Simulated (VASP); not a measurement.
Write the native input for VASP 6.6.1 that does the following.

- Task: band structure
- Functional: revPBE
- Potentials or basis: VASP PAW PBE potentials, release 64 (Si)
- Cutoff: 520 eV
- k mesh: 8 × 8 × 10
- Occupations: fermi-dirac, width 0.05 eV
- Spin: no spin polarisation
- Further INCAR settings: ALGO = Normal; EDIFF = 1e-07

The structure of Si lies in POSCAR:

```
Si
1.0
    4.1209500000      0.0000000000      0.0000000000
   -2.0604700000      3.5688500000      0.0000000000
    0.0000000000      0.0000000000      2.6547900000
Si
2
Direct
    0.3333300000      0.6666700000      0.5000000000
    0.6666700000      0.3333300000      0.5000000000
```

The cell was built by a generator and needn't be a form met in nature.

These files were run (other wordings do the same):

INCAR

```
SYSTEM = Si
  PREC = Accurate
  ENCUT = 520
  EDIFF = 1E-7
  ISMEAR = -1
  SIGMA = 0.05
  LREAL = .False.
  LASPH = .True.
  NELM = 60
  ALGO = Normal
  ISIF = 2
  LWAVE = .False.
  LCHARG = .False.
  GGA = RE
```

KPOINTS

```
Automatic mesh
0
Gamma
  8 8 10
  0 0 0
```

KPOINTS_OPT

```
path GMKGALHA,LM,KH
15
line-mode
reciprocal
 0.0000000000  0.0000000000  0.0000000000  G
 0.5000000000  0.0000000000  0.0000000000  M

 0.5000000000  0.0000000000  0.0000000000  M
 0.3333333333  0.3333333333  0.0000000000  K

 0.3333333333  0.3333333333  0.0000000000  K
 0.0000000000  0.0000000000  0.0000000000  G

 0.0000000000  0.0000000000  0.0000000000  G
 0.0000000000  0.0000000000  0.5000000000  A

 0.0000000000  0.0000000000  0.5000000000  A
 0.5000000000  0.0000000000  0.5000000000  L

 0.5000000000  0.0000000000  0.5000000000  L
 0.3333333333  0.3333333333  0.5000000000  H

 0.3333333333  0.3333333333  0.5000000000  H
 0.0000000000  0.0000000000  0.5000000000  A

 0.5000000000  0.0000000000  0.5000000000  L
 0.5000000000  0.0000000000  0.0000000000  M

 0.3333333333  0.3333333333  0.0000000000  K
 0.3333333333  0.3333333333  0.5000000000  H
```

Potentials or basis: VASP PAW PBE potentials, release 64 (Si).

The run is started by

```sh
$ cat potpaw_PBE.64/Si/POTCAR > POTCAR
$ mpirun -np 1 vasp_std > vasp.out
```

Results of the run:

| Item | Value |
| --- | --- |
| Pressure | 0.9 GPa |
| Band gap along the path | none (metal or under the smearing width) |

Caveat: the PAW data sets were made with another functional, which shifts forces and pressure a little.

Run time: 51 s on 1 thread of Intel(R) Xeon(R) Platinum 8259CL CPU @ 2.50GHz (Skylake/Cascade Lake), on a shared host, peak memory 0.18 GiB.
